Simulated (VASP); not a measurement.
## Lattice of GaAs, functional by functional

Which functional gives which lattice for GaAs? The starting structure is a measured crystal structure from the Crystallography Open Database.

Calculated with VASP 6.6.1; Kohn-Sham DFT with plane waves and PAW; PBEsol, LDA, PBE, PBEsol + D3(BJ), r2SCAN, r2SCAN + rVV10, optB86b-vdW and SCAN.

## (1) The structure

The structure is cubic, space group F-43m (No. 216). The conventional cell has a = 5.654 Å, b = 5.654 Å, c = 5.654 Å, α = 90.00°, β = 90.00°, γ = 90.00°. Nearest to As lie 4 Ga at 2.45 Å. Nearest to Ga lie 4 As at 2.45 Å. Farther neighbours are not listed.

## (2) Relaxation with PBEsol

PBEsol restores the gradient expansion of exchange and is tuned for the cells of solids.

Contents of INCAR:

```
SYSTEM = GaAs
PREC = Accurate
ENCUT = 450
EDIFF = 1E-06
NELM = 100
ISMEAR = 0
SIGMA = 0.03
LREAL = .FALSE.
ALGO = Normal
GGA = PS
NBANDS = 15
LORBIT = 11
LWAVE = .FALSE.
LCHARG = .FALSE.
KPAR = 2
IBRION = 2
NSW = 50
ISIF = 3
EDIFFG = -0.01
```

Contents of POSCAR:

```
GaAs
1.0
    0.0000000000      2.8268500000      2.8268500000
    2.8268500000      0.0000000000      2.8268500000
    2.8268500000      2.8268500000      0.0000000000
As Ga
1 1
Direct
    0.7500000000      0.7500000000      0.7500000000
    0.0000000000      0.0000000000      0.0000000000
```

Contents of KPOINTS:

```
Automatic mesh
0
Gamma
6 6 6
0 0 0
```

The projector-augmented-wave data sets are As and Ga_d (PBE family, release 64).

On the command line:

```bash
mpirun -np 2 vasp_std
```

The log of the run:

```text
[banner, memory and clock lines left out]
running    2 mpi-ranks, on    1 nodes
 distrk:  each k-point on    1 cores,    2 groups
 distr:  one band on    1 cores,    1 groups

 POSCAR found type information on POSCAR AsGa
 POSCAR found :  2 types and       2 ions
|                                                                             |
|               ----> ADVICE to this user running VASP <----                  |
|                                                                             |
|     You enforced a specific xc type in the INCAR file but a different       |
|     [... a line on the potential file left out ...]
|     I HOPE YOU KNOW WHAT YOU ARE DOING!                                     |
|                                                                             |

 LDA part: xc-table for (Slater+PW92), standard interpolation
 POSCAR, INCAR and KPOINTS ok, starting setup
 FFT: planning ... GRIDC
 FFT: planning ... GRID_SOFT
 FFT: planning ... GRID
 WAVECAR not read
 entering main loop
       N       E                     dE             d eps       ncg     rms          rms(c)
DAV:   1     0.782743773863E+02    0.78274E+02   -0.85720E+03   496   0.152E+03
DAV:   2    -0.316386536434E+01   -0.81438E+02   -0.77970E+02   550   0.300E+02
DAV:   3    -0.917312961890E+01   -0.60093E+01   -0.59869E+01   578   0.659E+01
DAV:   4    -0.926893086248E+01   -0.95801E-01   -0.95786E-01   564   0.947E+00
DAV:   5    -0.927031077110E+01   -0.13799E-02   -0.13799E-02   592   0.101E+00    0.295E+00
DAV:   6    -0.909885128546E+01    0.17146E+00   -0.24194E-01   726   0.981E+00    0.174E+00
DAV:   7    -0.906622975856E+01    0.32622E-01   -0.62677E-02   703   0.219E+00    0.540E-01
DAV:   8    -0.906441442157E+01    0.18153E-02   -0.98649E-03   613   0.120E+00    0.103E-01
DAV:   9    -0.906458851168E+01   -0.17409E-03   -0.73148E-04   589   0.352E-01    0.432E-02
DAV:  10    -0.906462205977E+01   -0.33548E-04   -0.53560E-05   678   0.756E-02    0.233E-02
DAV:  11    -0.906464404601E+01   -0.21986E-04   -0.26043E-05   522   0.545E-02    0.257E-03
DAV:  12    -0.906464403764E+01    0.83733E-08   -0.90589E-07   506   0.157E-02
   1 F= -.90646440E+01 E0= -.90646440E+01  d E =-.906464E+01
 curvature:   0.00 expect dE= 0.000E+00 dE for cont linesearch  0.000E+00
 trial: gam= 0.00000 g(F)=  0.876E-46 g(S)=  0.341E-03 ort = 0.000E+00 (trialstep = 0.100E+01)
 search vector abs. value=  0.341E-03
 bond charge predicted
       N       E                     dE             d eps       ncg     rms          rms(c)
DAV:   1    -0.906853668195E+01   -0.38926E-02   -0.47201E-02   599   0.403E+00    0.354E-01
DAV:   2    -0.906556945677E+01    0.29672E-02   -0.48844E-03   599   0.151E+00    0.162E-01
DAV:   3    -0.906481868085E+01    0.75078E-03   -0.80965E-04   606   0.539E-01    0.354E-02
DAV:   4    -0.906474904378E+01    0.69637E-04   -0.79169E-05   560   0.120E-01    0.124E-02
DAV:   5    -0.906473824039E+01    0.10803E-04   -0.60744E-06   585   0.329E-02    0.270E-03
DAV:   6    -0.906473810692E+01    0.13347E-06   -0.33388E-07   275   0.801E-03
   2 F= -.90647381E+01 E0= -.90647381E+01  d E =-.940693E-04
 trial-energy change:   -0.000094  1 .order   -0.000068   -0.000341    0.000205
 step:   0.6860(harm=  0.6249)  dis= 0.00000  next Energy=    -9.064769 (dE=-0.125E-03)
 bond charge predicted
       N       E                     dE             d eps       ncg     rms          rms(c)
DAV:   1    -0.906513565486E+01   -0.39741E-03   -0.46118E-03   613   0.125E+00    0.112E-01
DAV:   2    -0.906484159692E+01    0.29406E-03   -0.48785E-04   599   0.487E-01    0.509E-02
DAV:   3    -0.906476898491E+01    0.72612E-04   -0.77536E-05   606   0.167E-01    0.113E-02
DAV:   4    -0.906476255803E+01    0.64269E-05   -0.76031E-06   537   0.363E-02    0.392E-03
DAV:   5    -0.906476169520E+01    0.86283E-06   -0.55268E-07   261   0.104E-02
   3 F= -.90647617E+01 E0= -.90647617E+01  d E =-.117658E-03
 curvature:  -0.30 expect dE=-0.273E-05 dE for cont linesearch -0.273E-05
 trial: gam=-0.13583 g(F)=  0.166E-46 g(S)=  0.897E-05 ort = 0.553E-04 (trialstep = 0.937E+00)
 search vector abs. value=  0.236E-06
 reached required accuracy - stopping structural energy minimisation
```

Elapsed: 13 s, on 2 MPI ranks of AMD EPYC 7R43, shared host; peak memory 0.25 GiB.

The logs omit lines about the potential files and the build; timing stands in the text.

From OUTCAR (step 2):

```text
ion  position               nearest neighbor table
   1  0.750  0.750  0.750-   2 2.45   2 2.45   2 2.45   2 2.45
   2  0.000  0.000  0.000-   1 2.45   1 2.45   1 2.45   1 2.45

  LATTYP: Found a face centered cubic cell.
 ALAT       =     5.6537000000

 Subroutine GETGRP returns: Found 24 space group operations
 (whereof 24 operations were pure point group operations)

The static configuration has the point symmetry T_d .

 Found     16 irreducible k-points:

   k-points           NKPTS =     16   k-points in BZ     NKDIM =     16   number of bands    NBANDS=     15

   dimension x,y,z NGX =    28 NGY =   28 NGZ =   28
   dimension x,y,z NGXF=    56 NGYF=   56 NGZF=   56

   ENCUT  =  450.0 eV  33.07 Ry    5.75 a.u.   6.91  6.91  6.91*2*pi/ulx,y,z

   NELECT =      18.0000    total number of electrons

 k-points in reciprocal lattice and weights: Automatic mesh
   0.00000000  0.00000000  0.00000000       0.005
   0.16666667  0.00000000  0.00000000       0.037
   0.33333333  0.00000000  0.00000000       0.037
   0.50000000  0.00000000  0.00000000       0.019
   0.16666667  0.16666667  0.00000000       0.028
   0.33333333  0.16666667  0.00000000       0.111
   0.50000000  0.16666667  0.00000000       0.111
  -0.33333333  0.16666667  0.00000000       0.111
  -0.16666667  0.16666667  0.00000000       0.056
[...]
-0.33333333  0.33333333  0.16666667       0.111
  -0.33333333  0.50000000  0.16666667       0.056

 average (electrostatic) potential at core
       1 -50.2233       2 -66.2576

 E-fermi :   3.9116

 k-point     1 :       0.0000    0.0000    0.0000
  band No.  band energies     occupation
    ...
      5     -10.9206      2.00000
      6      -8.9473      2.00000
      7       3.7819      2.00000
      8       3.7819      2.00000
      9       3.7819      2.00000
     10       4.2085      0.00000
     11       7.4629      0.00000
     12       7.4630      0.00000
     13       7.4630      0.00000
     14      11.1567      0.00000
    ...

 k-point     2 :       0.1667    0.0000    0.0000
  band No.  band energies     occupation
    ...
      5     -10.9208      2.00000
      6      -8.6265      2.00000
      7       1.0422      2.00000
      8       3.3990      2.00000
      9       3.3990      2.00000
     10       5.3431      0.00000
     11       8.0108      0.00000
     12       8.0109      0.00000
     13       8.3827      0.00000
     14      12.5372      0.00000
    ...

 k-point     3 :       0.3333    0.0000    0.0000
  band No.  band energies     occupation
    ...
      5     -10.9190      2.00000
      6      -7.7978      2.00000
      7      -1.6232      2.00000
      8       2.8520      2.00000
      9       2.8520      2.00000
     10       4.9142      0.00000
     11       8.4222      0.00000
     12       8.4222      0.00000
     13      10.9121      0.00000
     14      12.3580      0.00000
    ...

  Total        0.0111346      0.0111346      0.0111346     -0.0000000      0.0000000     -0.0000000
  in kB        0.3935195      0.3935195      0.3935195     -0.0000000      0.0000000     -0.0000000
  external PRESSURE =       0.3935195 kB  Pullay stress =       0.0000000 kB

  energy-cutoff  :      450.00
  volume of cell :       45.33
      direct lattice vectors                 reciprocal lattice vectors
     0.000000000  2.830062925  2.830062925    -0.176674517  0.176674517  0.176674517
     2.830062925  0.000000000  2.830062925     0.176674517 -0.176674517  0.176674517
     2.830062925  2.830062925  0.000000000     0.176674517  0.176674517 -0.176674517

 POSITION                                       TOTAL-FORCE (eV/Angst)
 -----------------------------------------------------------------------------------
      4.24509      4.24509      4.24509        -0.000000     -0.000000      0.000000
      0.00000      0.00000      0.00000         0.000000      0.000000     -0.000000
 -----------------------------------------------------------------------------------
    total drift:                               -0.000001     -0.000001     -0.000000

  FREE ENERGIE OF THE ION-ELECTRON SYSTEM (eV)
  ---------------------------------------------------
  free  energy   TOTEN  =        -9.0647616952 eV

  energy  without entropy=       -9.0647616952  energy(sigma->0) =       -9.06476170

 reached required accuracy - stopping structural energy minimisation

 total charge
# of ion       s       p       d       tot
------------------------------------------
    1        1.209   1.594   0.031   2.833
    2        0.880   0.802   9.994  11.676
--------------------------------------------------
tot          2.089   2.396  10.025  14.510

[... 3 further parts left out ...]
```

CONTCAR:

```
GaAs
   1.00000000000000
     0.0000000000000000    2.8300629254150551    2.8300629254150551
     2.8300629254150551    0.0000000000000000    2.8300629254150551
     2.8300629254150551    2.8300629254150551    0.0000000000000000
  As              Ga
     1     1
Direct
     0.7500000000000000    0.7500000000000000    0.7500000000000000
     0.0000000000000000    0.0000000000000000    0.0000000000000000
```

The PAW data sets were made with PBE, which is usual practice but a small mismatch for other functionals. The run keeps the 24 symmetry operations of its start, so it cannot find a distortion of lower symmetry.

With PBEsol the relaxed cell holds 22.667 Å³ an atom, +0.34 % against the measured cell, with a = 5.660 Å.

## (3) Relaxation with LDA

LDA, the lowest rung, knows the local density alone.

INCAR, as its differences from that of step 2:

```diff
@@ -9,3 +9,3 @@
 ALGO = Normal
-GGA = PS
+GGA = CA
 NBANDS = 15
```

POSCAR is that of step 2.

KPOINTS is that of step 2.

The projector-augmented-wave data sets are As and Ga_d (LDA family, release 64).

On the command line:

```bash
mpirun -np 2 vasp_std
```

The log of the run:

```text
[banner, memory and clock lines left out]
running    2 mpi-ranks, on    1 nodes
[...]
LDA part: xc-table for (Slater(with rela. corr.)+CA(PZ))
 , standard interpolation
 POSCAR, INCAR and KPOINTS ok, starting setup
[...]
entering main loop
       N       E                     dE             d eps       ncg     rms          rms(c)
DAV:   1     0.786504574186E+02    0.78650E+02   -0.85879E+03   496   0.152E+03
DAV:   2    -0.357206592213E+01   -0.82223E+02   -0.78722E+02   550   0.301E+02
DAV:   3    -0.973813403581E+01   -0.61661E+01   -0.61431E+01   578   0.666E+01
DAV:   4    -0.983992291796E+01   -0.10179E+00   -0.10177E+00   571   0.973E+00
[...]
DAV:  10    -0.960920407220E+01   -0.66098E-05   -0.39898E-05   726   0.643E-02    0.230E-02
DAV:  11    -0.960920928651E+01   -0.52143E-05   -0.69339E-06   543   0.418E-02    0.229E-03
DAV:  12    -0.960920916433E+01    0.12219E-06   -0.43600E-07   415   0.987E-03
   1 F= -.96092092E+01 E0= -.96092092E+01  d E =-.960921E+01
[... from here on, the cycles between the ionic steps are left out ...]
   2 F= -.96137020E+01 E0= -.96137020E+01  d E =-.449285E-02
   3 F= -.96150610E+01 E0= -.96150610E+01  d E =-.585181E-02
   4 F= -.96150363E+01 E0= -.96150363E+01  d E =-.582716E-02
   5 F= -.96150545E+01 E0= -.96150545E+01  d E =-.584532E-02
[...]
reached required accuracy - stopping structural energy minimisation
```

Elapsed: 17 s, on 2 MPI ranks; peak memory 0.22 GiB; 32 s of CPU time.

OUTCAR, selected parts (step 3):

```text
  Total        0.0076682      0.0076682      0.0076682      0.0000000      0.0000000      0.0000000
  in kB        0.2787426      0.2787426      0.2787426      0.0000000      0.0000000      0.0000000
  external PRESSURE =       0.2787426 kB  Pullay stress =       0.0000000 kB

 POSITION                                       TOTAL-FORCE (eV/Angst)
 -----------------------------------------------------------------------------------
      4.20547      4.20547      4.20547         0.000000      0.000000      0.000000
      0.00000      0.00000      0.00000        -0.000000     -0.000000     -0.000000
 -----------------------------------------------------------------------------------
    total drift:                               -0.000001     -0.000001     -0.000001

  FREE ENERGIE OF THE ION-ELECTRON SYSTEM (eV)
  ---------------------------------------------------
  free  energy   TOTEN  =        -9.6150544849 eV

  energy  without entropy=       -9.6150544849  energy(sigma->0) =       -9.61505448

[... 2 parts as in an earlier step ...]

[... 2 further parts left out ...]
[key lines of the parts left out:]
E-fermi :   4.2509
```

With LDA the relaxed cell holds 22.038 Å³ an atom, -2.44 % against the measured cell, with a = 5.607 Å. That is -2.77 % from PBEsol.

## (4) Relaxation with PBE

PBE, the usual starting point, adds the gradient of the density. This run starts from the cell of an earlier relaxation, which isn't shown; the restart sets up the plane waves anew.

INCAR, as its differences from that of step 3:

```diff
@@ -9,3 +9,3 @@
 ALGO = Normal
-GGA = CA
+GGA = PE
 NBANDS = 15
```

Contents of POSCAR:

```
GaAs
1.0
    0.0000000000      2.8735082094      2.8735082094
    2.8735082094      0.0000000000      2.8735082094
    2.8735082094      2.8735082094      0.0000000000
As Ga
1 1
Direct
    0.7500000000      0.7500000000      0.7500000000
    0.0000000000      0.0000000000      0.0000000000
```

KPOINTS is that of step 3.

The projector-augmented-wave data sets are As and Ga_d (PBE family, release 64).

On the command line:

```bash
mpirun -np 2 vasp_std
```

The log of the run:

```text
[banner, memory and clock lines left out]
running    2 mpi-ranks, on    1 nodes
[...]
LDA part: xc-table for (Slater+PW92), standard interpolation
 POSCAR, INCAR and KPOINTS ok, starting setup
[...]
entering main loop
       N       E                     dE             d eps       ncg     rms          rms(c)
DAV:   1     0.773531877202E+02    0.77353E+02   -0.84333E+03   496   0.147E+03
DAV:   2    -0.230382454289E+01   -0.79657E+02   -0.76894E+02   557   0.292E+02
DAV:   3    -0.832171052873E+01   -0.60179E+01   -0.59985E+01   592   0.669E+01
DAV:   4    -0.840406721498E+01   -0.82357E-01   -0.82349E-01   600   0.876E+00
[...]
DAV:  10    -0.824739428623E+01   -0.72894E-04   -0.71649E-05   614   0.812E-02    0.290E-02
DAV:  11    -0.824745121358E+01   -0.56927E-04   -0.83532E-05   522   0.706E-02    0.371E-03
DAV:  12    -0.824745155956E+01   -0.34598E-06   -0.12741E-06   530   0.156E-02
   1 F= -.82474516E+01 E0= -.82474513E+01  d E =-.824745E+01
[...]
reached required accuracy - stopping structural energy minimisation
```

Elapsed: 6.6 s, on 2 MPI ranks; peak memory 0.23 GiB.

Parts of OUTCAR (step 4):

```text
  Total       -0.0031174     -0.0031174     -0.0031174      0.0000000      0.0000000      0.0000000
  in kB       -0.1052542     -0.1052542     -0.1052542      0.0000000      0.0000000      0.0000000
  external PRESSURE =      -0.1052542 kB  Pullay stress =       0.0000000 kB

 POSITION                                       TOTAL-FORCE (eV/Angst)
 -----------------------------------------------------------------------------------
      4.31026      4.31026      4.31026        -0.000000      0.000000      0.000000
      0.00000      0.00000      0.00000         0.000000     -0.000000     -0.000000
 -----------------------------------------------------------------------------------
    total drift:                               -0.000003     -0.000003     -0.000003

  FREE ENERGIE OF THE ION-ELECTRON SYSTEM (eV)
  ---------------------------------------------------
  free  energy   TOTEN  =        -8.2474515596 eV

  energy  without entropy=       -8.2474510658  energy(sigma->0) =       -8.24745131

[... 2 parts as in an earlier step ...]

[... 2 further parts left out ...]
[key lines of the parts left out:]
E-fermi :   3.5711
```

With PBE the relaxed cell holds 23.727 Å³ an atom, +5.03 % against the measured cell, with a = 5.747 Å. That is +4.68 % from PBEsol.

## (5) Relaxation with PBEsol + D3(BJ)

D3 with Becke-Johnson damping keeps a finite attraction at short range.

INCAR, as its differences from that of step 4:

```diff
@@ -9,3 +9,4 @@
 ALGO = Normal
-GGA = PE
+GGA = PS
+IVDW = 12
 NBANDS = 15
```

Contents of POSCAR:

```
GaAs
1.0
    0.0000000000      2.8268500000      2.8268500000
    2.8268500000      0.0000000000      2.8268500000
    2.8268500000      2.8268500000      0.0000000000
As Ga
1 1
Direct
    0.7500000000      0.7500000000      0.7500000000
    0.0000000000      0.0000000000      0.0000000000
```

KPOINTS is that of step 4.

On the command line:

```bash
mpirun -np 2 vasp_std
```

The log of the run:

```text
[banner, memory and clock lines left out]
running    2 mpi-ranks, on    1 nodes
[...]
[... a notice as in an earlier step ...]

 LDA part: xc-table for (Slater+PW92), standard interpolation
 POSCAR, INCAR and KPOINTS ok, starting setup
[...]
entering main loop
       N       E                     dE             d eps       ncg     rms          rms(c)
[... 12 cycles as in an earlier step ...]
   1 F= -.96632330E+01 E0= -.96632330E+01  d E =-.966323E+01
[...]
N       E                     dE             d eps       ncg     rms          rms(c)
DAV:   1    -0.927280473726E+01   -0.20816E+00   -0.26638E+00   599   0.293E+01    0.277E+00
DAV:   2    -0.909400366245E+01    0.17880E+00   -0.31677E-01   592   0.151E+01    0.122E+00
DAV:   3    -0.905213847152E+01    0.41865E-01   -0.36673E-02   592   0.365E+00    0.314E-01
DAV:   4    -0.904765129848E+01    0.44872E-02   -0.43232E-03   523   0.753E-01    0.948E-02
DAV:   5    -0.904705961589E+01    0.59168E-03   -0.36991E-04   608   0.254E-01    0.188E-02
DAV:   6    -0.904705613385E+01    0.34820E-05   -0.16579E-05   671   0.335E-02    0.110E-02
DAV:   7    -0.904705702520E+01   -0.89136E-06   -0.17567E-06   403   0.178E-02
   2 F= -.96684374E+01 E0= -.96684374E+01  d E =-.520442E-02
 trial-energy change:   -0.005204  1 .order   -0.005215   -0.019615    0.009185
 step:   0.6811(harm=  0.6811)  dis= 0.00000  next Energy=    -9.669913 (dE=-0.668E-02)
[...]
N       E                     dE             d eps       ncg     rms          rms(c)
DAV:   1    -0.907869977087E+01   -0.31644E-01   -0.28132E-01   599   0.102E+01    0.865E-01
DAV:   2    -0.906099568827E+01    0.17704E-01   -0.28488E-02   592   0.369E+00    0.397E-01
DAV:   3    -0.905649454552E+01    0.45011E-02   -0.48446E-03   592   0.136E+00    0.857E-02
DAV:   4    -0.905608114192E+01    0.41340E-03   -0.47930E-04   574   0.305E-01    0.299E-02
DAV:   5    -0.905602112578E+01    0.60016E-04   -0.34033E-05   595   0.773E-02    0.734E-03
DAV:   6    -0.905602006187E+01    0.10639E-05   -0.25709E-06   444   0.234E-02    0.427E-03
DAV:   7    -0.905602015778E+01   -0.95910E-07   -0.44593E-07   268   0.128E-02
   3 F= -.96700035E+01 E0= -.96700035E+01  d E =-.677046E-02
[...]
reached required accuracy - stopping structural energy minimisation
```

The job ended after 19 s (2 MPI ranks; peak memory 0.26 GiB; 36 s of CPU time).

From OUTCAR (step 5):

```text
 Edisp (eV)   -0.62138

 Edisp (eV)   -0.61398

  Total       0.00529     0.00529     0.00529     0.00000     0.00000     0.00000
  in kB       0.19257     0.19257     0.19257     0.00000     0.00000     0.00000
  external pressure =        0.19 kB  Pullay stress =        0.00 kB

 POSITION                                       TOTAL-FORCE (eV/Angst)
 -----------------------------------------------------------------------------------
      4.20401      4.20401      4.20401         0.000000      0.000000      0.000000
      0.00000      0.00000      0.00000        -0.000000     -0.000000     -0.000000
 -----------------------------------------------------------------------------------
    total drift:                               -0.000001     -0.000001     -0.000001

  FREE ENERGIE OF THE ION-ELECTRON SYSTEM (eV)
  ---------------------------------------------------
  free  energy   TOTEN  =        -9.6700034705 eV

  energy  without entropy=       -9.6700034705  energy(sigma->0) =       -9.67000347

[... 2 parts as in an earlier step ...]

[... 2 further parts left out ...]
[key lines of the parts left out:]
E-fermi :   4.2437
```

With PBEsol + D3(BJ) the relaxed cell holds 22.015 Å³ an atom, -2.54 % against the measured cell, with a = 5.605 Å. That is -2.88 % from PBEsol.

(Part 1 of 2 ends here.)

[Lines on the potential files, build, host, timing and source positions are cut from VASP's logs without a mark.]

[Logs are printed without paths, hosts, clocks, repeated set-up lines and the standing remarks that a program may print on its own settings, such as how far it seeks lower states.]

[Hosts, paths, dates, database ids (printed as entryN), source tags and the programs' standing remarks are cut or masked in the printed files.]
